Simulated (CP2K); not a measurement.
# KCl (Sylvite) in CP2K: convergence with k mesh

Input of the first run (k mesh 2 × 2 × 2); the others differ in this setting and in those tied to it:

Contents of kcl_converge.inp:

```
&GLOBAL
  PROJECT kcl_converge
  RUN_TYPE ENERGY_FORCE
  PRINT_LEVEL LOW
&END GLOBAL
&FORCE_EVAL
  METHOD QS
  STRESS_TENSOR ANALYTICAL
  &DFT
    BASIS_SET_FILE_NAME BASIS_pob
    POTENTIAL_FILE_NAME POTENTIAL_UZH
    &MGRID
      CUTOFF 750
      REL_CUTOFF 60
      NGRIDS 4
    &END MGRID
    &QS
      METHOD GAPW
      EPS_DEFAULT 1.0E-9
    &END QS
    &KPOINTS
      SCHEME MONKHORST-PACK 2 2 2
      GAMMA_CENTERED T
      SYMMETRY T
      SYMMETRY_BACKEND SPGLIB
    &END KPOINTS
    &SCF
      SCF_GUESS ATOMIC
      EPS_SCF 1.0E-6
      MAX_SCF 100
      ADDED_MOS 10
      CHOLESKY OFF
      EPS_EIGVAL 1.0E-7
      &DIAGONALIZATION ON
        ALGORITHM STANDARD
      &END DIAGONALIZATION
      &MIXING ON
        METHOD BROYDEN_MIXING
        ALPHA 0.4
        BETA 1.5
        NBUFFER 8
      &END MIXING
      &SMEAR ON
        METHOD FERMI_DIRAC
        ELECTRONIC_TEMPERATURE [K] 1160.452
      &END SMEAR
    &END SCF
    &XC
      &XC_FUNCTIONAL
        &MGGA_X_R2SCAN
        &END MGGA_X_R2SCAN
        &MGGA_C_R2SCAN
        &END MGGA_C_R2SCAN
      &END XC_FUNCTIONAL
    &END XC
    &PRINT
      &KPOINTS ON
      &END KPOINTS
      &MULLIKEN ON
      &END MULLIKEN
      &MO ON
        ENERGIES T
        OCCUPATION_NUMBERS T
        &EACH
          QS_SCF 0
        &END EACH
        ADD_LAST NUMERIC
      &END MO
    &END PRINT
  &END DFT
  &SUBSYS
    &CELL
      A 4.4497805476 0.0000000000 0.0000000000
      B 2.2248902738 3.8536229955 0.0000000000
      C 2.2248902738 1.2845409985 3.6332306030
      PERIODIC XYZ
    &END CELL
    &COORD
      SCALED
      K   0.0019300000 0.0109870000 -0.0084390000
      Cl  0.5044600000 0.4973860000 0.4927670000
    &END COORD
    &KIND K
      BASIS_SET pob-DZVP-rev2
      POTENTIAL ALL
      LEBEDEV_GRID 110
      RADIAL_GRID 80
    &END KIND
    &KIND Cl
      BASIS_SET pob-DZVP-rev2
      POTENTIAL ALL
      LEBEDEV_GRID 110
      RADIAL_GRID 80
    &END KIND
    &PRINT
      &ATOMIC_COORDINATES ON
      &END ATOMIC_COORDINATES
      &CELL ON
      &END CELL
    &END PRINT
  &END SUBSYS
  &PRINT
    &FORCES ON
    &END FORCES
    &STRESS_TENSOR ON
    &END STRESS_TENSOR
  &END PRINT
&END FORCE_EVAL
```

Potentials or basis: all electrons (GAPW); pob-DZVP-rev2 basis.

The run is started by

```bash
$ OMP_NUM_THREADS=1 cp2k.psmp -i kcl_converge.inp -o kcl_converge.out
```

The cell isn't the ideal one: atoms moved at random, drawn with an rms of 0.05 Å.

Hardware: 1 thread of AMD EPYC 9R14 (Zen 4) (shared host).

Task: The values tried are 2 × 2 × 2, 3 × 3 × 3, 4 × 4 × 4, 5 × 5 × 5, 6 × 6 × 6, 7 × 7 × 7, 9 × 9 × 9, loosest first. From which on does the gap on the mesh stay within 0.01 eV of the tightest run that finished?

Result: From 3 × 3 × 3 on.

```csv
k mesh,"energy less the tightest run, at zero smearing (meV/atom)",pressure (GPa),gap on the mesh (eV),SCF cycles,CPU time (s),peak memory (GiB)
2 × 2 × 2,19.76,-2.56,6.970,17,20,0.49
3 × 3 × 3,0.56,-2.78,6.988,17,20,0.49
4 × 4 × 4,0.03,-2.79,6.989,17,21,0.49
5 × 5 × 5,0.00,-2.79,6.989,17,21,0.5
6 × 6 × 6,0.00,-2.79,6.989,17,23,0.5
7 × 7 × 7,0.00,-2.79,6.989,17,24,0.51
9 × 9 × 9,0.00,-2.79,6.989,17,30,0.54
```

Against the tightest run, the energy stays within 1 meV/atom from 3 × 3 × 3 on; the pressure stays within 0.1 GPa from 3 × 3 × 3 on. Meshes of other sizes hit other points, so gaps and Fermi surfaces needn't settle smoothly. The tightest run that finished is the yardstick and may itself not be fully converged.

Caveat, for the tightest run too: an odd mesh through Γ misses points on the zone boundary, where band edges often lie; the basis of atomic orbitals isn't converged, which shifts pressures, moduli and gaps.
